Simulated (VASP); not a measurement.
# HgTe (zincblende): a HSE06 single-point calculation in VASP

INCAR, step 1 (PBE orbitals to start from)

```
EDIFF = 1E-5
SIGMA = 0.02
ENCUT = 520
ISMEAR = -1
LWAVE = .TRUE.
LCHARG = .FALSE.
LASPH = .TRUE.
PREC = Accurate
NBANDS = 16
GGA = PE
NELM = 120
LREAL = .FALSE.
```

INCAR, step 2

```
LWAVE = .FALSE.
LCHARG = .FALSE.
HFSCREEN = 0.2079
EDIFF = 1E-7
GGA = PE
PRECFOCK = Fast
PREC = Accurate
NSW = 0
ALGO = Normal
LASPH = .TRUE.
NBANDS = 16
AEXX = 0.25
LHFCALC = .TRUE.
ISIF = 2
SIGMA = 0.02
ISTART = 1
ENCUT = 520
LREAL = .FALSE.
ISMEAR = -1
NELM = 120
IBRION = -1
```

KPOINTS

```
KPOINTS created by Atomic Simulation Environment
0
Gamma
4 4 4
0 0 0
```

KPOINTS_OPT

```
special points
6
Reciprocal
0.0000000000 0.0000000000 0.0000000000 1
0.5000000000 0.0000000000 0.5000000000 1
0.5000000000 0.2500000000 0.7500000000 1
0.3750000000 0.3750000000 0.7500000000 1
0.5000000000 0.5000000000 0.5000000000 1
0.6250000000 0.2500000000 0.6250000000 1
```

POSCAR

```
Hg Te
 1.0000000000000000
     0.0000000000000000    3.2891578873062031    3.2891578873062031
     3.2891578873062031    0.0000000000000000    3.2891578873062031
     3.2891578873062031    3.2891578873062031    0.0000000000000000
 Hg  Te
   1   1
Cartesian
  0.0000000000000000  0.0000000000000000  0.0000000000000000
  1.6445789436531015  1.6445789436531015  1.6445789436531015
```

VASP ran with the recommended PBE PAW datasets (18 valence electrons in the cell).

Command

```
mpirun -np 1 vasp_std
```

From OUTCAR

```
k-points           NKPTS =      8   k-points in BZ     NKDIM =     64   number of bands    NBANDS=     16

   NELECT =      18.0000    total number of electrons

   dimension x,y,z NGX =    36 NGY =   36 NGZ =   36
   dimension x,y,z NGXF=    72 NGYF=   72 NGZF=   72

  energy-cutoff  :      520.00
  volume of cell :       71.17
      direct lattice vectors                 reciprocal lattice vectors
     0.000000000  3.289157887  3.289157887    -0.152014594  0.152014594  0.152014594
     3.289157887  0.000000000  3.289157887     0.152014594 -0.152014594  0.152014594
     3.289157887  3.289157887  0.000000000     0.152014594  0.152014594 -0.152014594

 k-points in reciprocal lattice and weights: KPOINTS created by Atomic Simulation Env
   0.00000000  0.00000000  0.00000000       0.016
   0.25000000  0.00000000  0.00000000       0.125
   0.50000000  0.00000000  0.00000000       0.062
   0.25000000  0.25000000  0.00000000       0.094
   0.50000000  0.25000000  0.00000000       0.375
  -0.25000000  0.25000000  0.00000000       0.188
   0.50000000  0.50000000  0.00000000       0.047
  -0.25000000  0.50000000  0.25000000       0.094

 E-fermi :   2.1283

 k-point     1 :       0.0000    0.0000    0.0000
  band No.  band energies     occupation
      1     -10.5231      2.00000
      2      -6.0584      2.00000
      3      -6.0584      2.00000
      4      -6.0584      2.00000
      5      -5.5871      2.00000
      6      -5.5871      2.00000
      7       1.8543      2.00000
      8       2.1145      1.33336
      9       2.1145      1.33333
     10       2.1145      1.33331
     11       7.1920      0.00000
     12       7.1920      0.00000
     13       7.1920      0.00000
     14       9.5012      0.00000
     15      12.5144      0.00000
     16      12.5144      0.00000

 k-point     2 :       0.2500    0.0000    0.0000
  band No.  band energies     occupation
      1     -10.2560      2.00000
      2      -5.9958      2.00000
      3      -5.9958      2.00000
      4      -5.8622      2.00000
      5      -5.5878      2.00000
      6      -5.5878      2.00000
      7      -1.3083      2.00000
      8       1.5842      2.00000
      9       1.5842      2.00000
     10       3.5797      0.00000
     11       7.7692      0.00000
     12       7.8260      0.00000
     13       7.8260      0.00000
     14      10.8367      0.00000
     15      11.4794      0.00000
     16      11.4794      0.00000

 k-point     3 :       0.5000    0.0000    0.0000
  band No.  band energies     occupation
      1      -9.9684      2.00000
      2      -5.9464      2.00000
      3      -5.9463      2.00000
      4      -5.5702      2.00000
      5      -5.5702      2.00000
      6      -5.2595      2.00000
      7      -3.4148      2.00000
      8       1.1442      2.00000
      9       1.1442      2.00000
     10       3.4646      0.00000
     11       7.9818      0.00000
     12       7.9818      0.00000
     13       9.8060      0.00000
     14      10.8739      0.00000
     15      13.1006      0.00000
     16      13.1006      0.00000

 k-point     4 :       0.2500    0.2500    0.0000
  band No.  band energies     occupation
      1     -10.1654      2.00000
      2      -5.9269      2.00000
      3      -5.9213      2.00000
      4      -5.9213      2.00000
      5      -5.6008      2.00000
      6      -5.5607      2.00000
      7      -1.3483      2.00000
      8       0.8347      2.00000
      9       0.8347      2.00000
     10       4.7103      0.00000
     11       5.8290      0.00000
     12       9.1537      0.00000
     13       9.1537      0.00000
     14       9.6606      0.00000
     15      12.8600      0.00000
     16      13.0812      0.00000

 k-point     5 :       0.5000    0.2500    0.0000
  band No.  band energies     occupation
      1      -9.8767      2.00000
      2      -5.8962      2.00000
      3      -5.8517      2.00000
      4      -5.6766      2.00000
      5      -5.5590      2.00000
      6      -5.2420      2.00000
      7      -3.1124      2.00000
      8      -0.2679      2.00000
      9       0.4624      2.00000
     10       4.9802      0.00000
     11       6.9299      0.00000
     12       8.9280      0.00000
     13       9.5198      0.00000
     14      11.7461      0.00000
     15      13.3359      0.00000
     16      13.6689      0.00000

 k-point     6 :      -0.2500    0.2500    0.0000
  band No.  band energies     occupation
      1      -9.9736      2.00000
      2      -5.9178      2.00000
      3      -5.9135      2.00000
      4      -5.6227      2.00000
      5      -5.6015      2.00000
      6      -5.4333      2.00000
      7      -2.6189      2.00000
      8      -0.3132      2.00000
      9       1.1245      2.00000
     10       4.8989      0.00000
     11       7.7408      0.00000
     12       8.3352      0.00000
     13       8.5605      0.00000
     14      11.0762      0.00000
     15      12.3802      0.00000
     16      13.6018      0.00000

 k-point     7 :       0.5000    0.5000    0.0000
  band No.  band energies     occupation
      1      -9.7784      2.00000
      2      -5.8318      2.00000
      3      -5.7595      2.00000
      4      -5.7595      2.00000
      5      -5.5341      2.00000
      6      -5.1153      2.00000
      7      -3.4370      2.00000
      8      -0.1153      2.00000
      9      -0.1153      2.00000
     10       4.7162      0.00000
     11       5.3252      0.00000
     12      11.1512      0.00000
     13      11.8997      0.00000
     14      11.8997      0.00000
     15      13.3774      0.00000
     16      14.4312      0.00000

 k-point     8 :      -0.2500    0.5000    0.2500
  band No.  band energies     occupation
      1      -9.7802      2.00000
      2      -5.8423      2.00000
      3      -5.8244      2.00000
      4      -5.6346      2.00000
      5      -5.6034      2.00000
      6      -4.9802      2.00000
      7      -3.4571      2.00000
      8      -0.4570      2.00000
      9      -0.4274      2.00000
     10       5.9640      0.00000
     11       7.4905      0.00000
     12       8.1852      0.00000
     13       9.1031      0.00000
     14      12.4982      0.00000
     15      14.0338      0.00000
     16      14.1104      0.00000

  Total        0.0444798      0.0444798      0.0444798      0.0000000      0.0000000     -0.0000000
  in kB        1.0013575      1.0013575      1.0013575      0.0000000      0.0000000     -0.0000000
  external PRESSURE =       1.0013575 kB  Pullay stress =       0.0000000 kB

 POSITION                                       TOTAL-FORCE (eV/Angst)
 -----------------------------------------------------------------------------------
      0.00000      0.00000      0.00000         0.000000     -0.000000      0.000000
      1.64458      1.64458      1.64458        -0.000000      0.000000     -0.000000
 -----------------------------------------------------------------------------------
    total drift:                               -0.000002     -0.000003     -0.000002

  FREE ENERGIE OF THE ION-ELECTRON SYSTEM (eV)
  ---------------------------------------------------
  free  energy   TOTEN  =        -4.6682004228 eV

  energy  without entropy=       -4.6670069489  energy(sigma->0) =       -4.66760369
```

```json
{"gap between bands v and c": "0.00 eV", "least direct gap": "0.00 eV", "pressure": "0.1 GPa"}
```

Band v is the last that the valence electrons fill when counted band by band, and c is the next.

The run (its last step) took about 15 min on one core of a shared host (Intel Xeon Platinum 8488C) and held 0.32 GiB at most.
